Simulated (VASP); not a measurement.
Crystal: InPd.

```xyz
2
Lattice="3.2719 0.0000 0.0000 0.0000 3.2719 0.0000 0.0000 0.0000 3.2719" Properties=species:S:1:pos:R:3 pbc="T T T"
In    0.0000    0.0000    0.0000
Pd    1.6359    1.6359    1.6359
```

The cell comes from a database or a generator and needn't be the stable form of this composition.

Program: VASP 6.6.1. Alike in all runs: potentials or basis VASP PAW PBE potentials, release 64 (In_d, Pd); no spin polarisation; cell as given; k mesh 8 × 8 × 8; cutoff (eV) 520.

**Question.** Order these runs on this cell by their pressure, lowest first.
A. level MS2; smearing fermi-dirac 0.05 eV
B. level PBE; smearing gaussian 0.012 eV
C. level TPSS; smearing fermi-dirac 0.05 eV

**Answer.** A (-2.8 GPa), C (-0.5 GPa), B (3.8 GPa).

Caveats: the PAW data sets were made with another functional, which shifts forces and pressure a little (some runs).
